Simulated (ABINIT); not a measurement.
# SnTe (Fm-3m) in ABINIT: further runs, part 3 of 3

ABINIT 10.8.3 (patched build).

### Step 5. Band structure, revPBE

Contents of run.abi:

```
ndtset 2

pp_dirpath "./"
pseudos "Te.GGA_PBE-JTH.xml, Sn.GGA_PBE-JTH_sp.xml"

acell 4.455974803 4.455974803 4.455974803 Angstrom
rprim
     0.0000000000     0.7071067812     0.7071067812
     0.7071067812     0.0000000000     0.7071067812
     0.7071067812     0.7071067812     0.0000000000
ntypat 2
znucl 52 50
natom 2
typat 1 2
xred
     0.5000000000     0.5000000000     0.5000000000
     0.0000000000     0.0000000000     0.0000000000

ecut 408.170794 eV
pawecutdg 30.0

ixc 14

occopt 3
tsmear 0.00183747

nstep 100

iomode 3
prtwf 0
prteig 0
prtebands 0
enunit 2
prtden1 1

kptopt1 1
ngkpt1 7 7 7
nshiftk1 1
shiftk1 0.0 0.0 0.0
nband1 9
tolvrs1 1.0e-9

iscf2 -2
getden2 1
nband2 13
nbdbuf2 2
tolwfr2 1.0e-12
kptopt2 -9
ndivsm2 5
prteig2 1
kptbounds2
     0.0000000000     0.0000000000     0.0000000000
     0.5000000000     0.0000000000     0.5000000000
     0.5000000000     0.2500000000     0.7500000000
     0.3750000000     0.3750000000     0.7500000000
     0.0000000000     0.0000000000     0.0000000000
     0.5000000000     0.5000000000     0.5000000000
     0.6250000000     0.2500000000     0.6250000000
     0.5000000000     0.2500000000     0.7500000000
     0.5000000000     0.5000000000     0.5000000000
     0.3750000000     0.3750000000     0.7500000000
```

Potentials or basis: JTH PAW PBE v2.0 sp.

On the command line:

```console
abinit run.abi > log 2>&1
```

run.abo:

```text
.Version 10.8.3 of ABINIT
 DATASET    1 : space group Fm -3 m (#225); Bravais cF (face-center cubic)
================================================================================
 Values of the parameters that define the memory need for DATASET  1.
     intxc =       0    ionmov =       0      iscf =      17    lmnmax =      13
     lnmax =       5     mgfft =      30  mpssoang =       3    mqgrid =    3001
     natom =       2  nloc_mem =       2    nspden =       1   nspinor =       1
    nsppol =       1      nsym =      48    n1xccc =       1    ntypat =       2
    occopt =       3   xclevel =       2
       mpw =        1187          nfft =       27000          nkpt =          20
 PAW method is used; the additional fine FFT grid is defined by:
   mgfftf=        45    nfftf =     91125
================================================================================
================================================================================

 DATASET    2 : space group Fm -3 m (#225); Bravais cF (face-center cubic)
================================================================================
 Values of the parameters that define the memory need for DATASET  2.
     intxc =       0    ionmov =       0      iscf =      -2    lmnmax =      13
     lnmax =       5     mgfft =      30  mpssoang =       3    mqgrid =    3001
     natom =       2  nloc_mem =       2    nspden =       1   nspinor =       1
    nsppol =       1      nsym =      48    n1xccc =       1    ntypat =       2
    occopt =       3   xclevel =       2
       mpw =        1211          nfft =       27000          nkpt =          87
 PAW method is used; the additional fine FFT grid is defined by:
   mgfftf=        45    nfftf =     91125
================================================================================
================================================================================

--------------------------------------------------------------------------------
------------- Echo of variables that govern the present computation ------------
--------------------------------------------------------------------------------
 -outvars: echo values of preprocessed input variables --------
            acell      8.4205720016E+00  8.4205720016E+00  8.4205720016E+00 Bohr
[... 1134 lines left out ...]
   0.11420    0.21392    0.23061    0.31597    0.34884
 Eigenvalues (   eV  ) for nkpt=  87  k points:
 kpt#   1, nband= 13, wtk=  1.00000, kpt=  0.0000  0.0000  0.0000 (reduced coord)
 -15.30876   -7.15710   -4.64018   -4.64018   -4.64018    0.96533    0.96533    0.96533
   2.29257    2.29257    2.29257    4.45353    4.62901
 kpt#   2, nband= 13, wtk=  1.00000, kpt=  0.0357  0.0000  0.0357 (reduced coord)
 -15.29428   -7.25004   -4.66815   -4.66815   -4.51192    0.68895    0.96245    0.96245
   2.20163    2.37800    2.37800    4.47044    4.77625
 kpt#   3, nband= 13, wtk=  1.00000, kpt=  0.0714  0.0000  0.0714 (reduced coord)
 -15.25107   -7.48246   -4.74872   -4.74872   -4.17896    0.04945    0.96495    0.96495
   1.97339    2.61929    2.61929    4.51935    5.04271
 kpt#   4, nband= 13, wtk=  1.00000, kpt=  0.1071  0.0000  0.1071 (reduced coord)
 -15.17993   -7.77670   -4.87290   -4.87290   -3.74375   -0.69401    0.99195    0.99195
   1.68133    2.98726    2.98726    4.60042    5.24348
 kpt#   5, nband= 13, wtk=  1.00000, kpt=  0.1429  0.0000  0.1429 (reduced coord)
 -15.08222   -8.08152   -5.02852   -5.02852   -3.35357   -1.33727    1.05474    1.05474
   1.37326    3.45691    3.45691    4.71388    5.41281
 kpt#   6, nband= 13, wtk=  1.00000, kpt=  0.1786  0.0000  0.1786 (reduced coord)
 -14.96006   -8.37002   -5.20275   -5.20275   -3.34873   -1.52327    1.07346    1.15572
[... 230 lines left out ...]
 -13.87076  -10.48261   -6.46047   -5.13880   -4.31210   -0.85810   -0.64683    1.23700
   3.35195    5.13628    5.86020    8.33780    9.31933
 kpt#  84, nband= 13, wtk=  1.00000, kpt=  0.4167  0.4167  0.6667 (reduced coord)
 -13.81784  -10.34503   -6.90038   -5.32898   -4.58753   -0.48110   -0.22496    1.90336
   2.86749    5.14665    5.83016    8.50893    9.83917
 kpt#  85, nband= 13, wtk=  1.00000, kpt=  0.4028  0.4028  0.6944 (reduced coord)
 -13.76940  -10.19784   -7.26696   -5.49875   -4.83063   -0.11392    0.14918    2.43077
   2.46120    5.28818    5.88382    8.48527   10.18794
 kpt#  86, nband= 13, wtk=  1.00000, kpt=  0.3889  0.3889  0.7222 (reduced coord)
 -13.73291  -10.05271   -7.53760   -5.64414   -5.04311    0.22957    0.44364    2.06436
   2.86671    5.53538    6.03025    8.45437    9.91270
 kpt#  87, nband= 13, wtk=  1.00000, kpt=  0.3750  0.3750  0.7500 (reduced coord)
 -13.71640   -9.92341   -7.68930   -5.76272   -5.22606    0.53864    0.61974    1.79205
   3.10758    5.82104    6.27515    8.59810    9.49230

== END DATASET(S) ==============================================================
================================================================================

 -outvars: echo values of variables after computation  --------
            acell      8.4205720016E+00  8.4205720016E+00  8.4205720016E+00 Bohr
           etotal1    -1.1872973040E+01
            fcart1    -0.0000000000E+00 -0.0000000000E+00 -0.0000000000E+00
                      -0.0000000000E+00 -0.0000000000E+00 -0.0000000000E+00
            rprim      0.0000000000E+00  7.0710678120E-01  7.0710678120E-01
                       7.0710678120E-01  0.0000000000E+00  7.0710678120E-01
                       7.0710678120E-01  7.0710678120E-01  0.0000000000E+00
           strten1    -1.0489042874E-04 -1.0489042874E-04 -1.0489042874E-04
                       0.0000000000E+00  0.0000000000E+00  0.0000000000E+00
           xangst      3.1508500001E+00  3.1508500001E+00  3.1508500001E+00
                       0.0000000000E+00  0.0000000000E+00  0.0000000000E+00
             xred      5.0000000000E-01  5.0000000000E-01  5.0000000000E-01
                       0.0000000000E+00  0.0000000000E+00  0.0000000000E+00
 Calculation completed.
```

It took 22 s on 1 thread of Arm Neoverse V2, shared host; peak memory 0.12 GiB.

What came out:

- Free energy: -323.0801 eV
- Valence electrons inside the program's atomic spheres: Te 3.15; Sn 2.27

Levels at the corners of the path, in eV from the Fermi level:
```csv
point,band 2,band 3,band 4,band 5,band 6,band 7,band 8,band 9
Γ,-4.74,-2.23,-2.23,-2.23,3.38,3.38,3.38,4.71
X,-6.56,-5.67,-3.83,-3.83,2.10,4.92,4.92,6.33
W,-7.46,-4.93,-4.93,-0.93,0.78,4.61,4.61,6.09
K,-7.51,-5.28,-3.35,-2.81,2.95,3.03,4.20,5.52
Γ,-4.74,-2.23,-2.23,-2.23,3.38,3.38,3.38,4.71
L,-8.42,-1.93,-1.93,-0.05,0.04,0.27,0.27,7.85
U,-7.51,-5.28,-3.35,-2.81,2.95,3.03,4.20,5.52
W,-7.46,-4.93,-4.93,-0.93,0.78,4.61,4.61,6.09
L,-8.42,-1.93,-1.93,-0.05,0.04,0.27,0.27,7.85
K,-7.51,-5.28,-3.35,-2.81,2.95,3.03,4.20,5.52
```

Caveat: this odd mesh misses L, where the gap lies, so gap, dielectric constants and Born charges aren't listed; spin-orbit coupling is left out, which moves the levels of the heavy elements; this set keeps more shells in the core, which shifts pressures and gaps.
